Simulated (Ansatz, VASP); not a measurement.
**GaP in VASP and in Ansatz**

```
Ga P
1.0
     0.00000    2.58368    2.84369
     2.58368    0.00000    2.84369
     2.58368    2.58368    0.00000
Ga P
1 1
Cartesian
  0.0000 0.0000 0.0000
  1.2918 1.2918 1.4218
```

Change from the starting cell: epitaxial_xy strain -5.2%.

Alike in both runs: task single point; functional r2SCAN; k mesh 8 × 8 × 8; no spin polarisation.

|  | VASP | Ansatz |
| --- | --- | --- |
| version | VASP 6.6.1 | Ansatz 0.2.0 |
| potentials or method | VASP PAW PBE potentials, release 64 (Ga_d, P) | plane waves, PAW |
| plane-wave cutoff (eV) | 520 | 500 |
| occupations | gaussian, width 0.01 eV | fixed |
| valence electrons in the cell | 18 | 18 |

|  | VASP | Ansatz | Ansatz less VASP |
| --- | --- | --- | --- |
| gap on the k mesh at the Fermi level (eV) | 1.28 | 1.28 | -0.006 |
| pressure (GPa) | 6.3 | 6.3 | +0.04 |
| largest component of the traceless stress (GPa) | 6.30 | 6.29 | -0.002 |

Caveats: the PAW data sets were made with another functional, which shifts forces and pressure a little (VASP). A k mesh can miss the band edges.
